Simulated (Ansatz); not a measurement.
Runs of Ansatz 0.2.0 on MoS2. Symmetry: R3m, No. 160, trigonal system. Conventional cell: a = 3.160 Å, b = 3.160 Å, c = 18.450 Å, α = 90.00°, β = 90.00°, γ = 120.00°. Around Mo (site symmetry 3m) lie 6 S at 2.39 Å. Around S (site symmetry 3m) lie 3 Mo at 2.39 Å. S (site symmetry 3m) has 3 Mo at 2.39 Å as nearest neighbours. Measurements of this composition are mostly on another form, of space group No. 194.

| level | cutoff (eV) | gap on the mesh (eV) | pressure (GPa) | relaxed volume (Å³/atom) |
| --- | --- | --- | --- | --- |
| r2SCAN | 500 | 1.27 | 0.0 | 19.02 |
| RPBE | 420 | (a) | 0.0 | 23.91 |
| PBE | 420 | 1.57 | 0.0 | 21.69 |
| LDA | 420 | 0.73 | 0.0 | 16.90 |
| PBEsol | 420 | 1.02 | 0.0 | 17.91 |
| BLYP | 420 | 1.38 | 0.0 | 29.41 |
| revPBE | 420 | 1.65 | 0.0 | (b) |

Alike in all rows: task relaxation of cell and atoms; potentials or basis Ansatz PAW; no spin polarisation; cell relaxed; k mesh 10 × 10 × 10; smearing fermi-dirac 0.05 eV.

Problem. Estimate the missing entries.

Solution. (a) 1.56; (b) 25.99.

Caveats: the plane-wave basis is chosen anew once the cell has moved, so the energies of steps on either side of that aren't comparable; the PAW data sets come from PBE, with cores solved anew for the run's functional, which leaves a small shift of forces and pressure (some runs); the volume moved by over 15 % at a fixed basis, so the end points are rough (some runs).

A k mesh can miss the band edges, and the runs leave out spin-orbit coupling on Mo.
